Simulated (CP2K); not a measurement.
Crystal: SiC.

```
Si C
1.0
     3.07569    0.00000    0.00000
    -1.53785    2.66363    0.00000
     0.00000    0.00000   10.07065
Si C
4 4
Direct
  0.00000 0.00000 0.18789
  0.00000 0.00000 0.68789
  0.33333 0.66667 0.43784
  0.66667 0.33333 0.93784
  0.00000 0.00000 0.00046
  0.00000 0.00000 0.50046
  0.33333 0.66667 0.24980
  0.66667 0.33333 0.74980
```

The cell is a database's computed one.

Program: CP2K 2026.2. Alike in all runs: task atomic charges; potentials or basis POTENTIAL_UZH Si GTH-PBE-q4, C GTH-PBE-q4; DZVP-MOLOPT-PBE-GTH basis; no spin polarisation; cell as given; k mesh 8 × 8 × 2; smearing fermi-dirac 0.05 eV.

Question: Order these runs on this cell by their band gap on the k mesh, lowest first.
A. level OLYP
B. level LDA
C. level HLE16

Answer: B (2.33 eV), A (2.59 eV), C (3.14 eV).

Caveats: the basis of atomic orbitals isn't converged, which shifts pressures, moduli and gaps; the potentials were made for a functional far from this one (some runs); the cell as given lies far from equilibrium (some runs).

A k mesh can miss the band edges.

Runs at the PBE level aren't shown here.
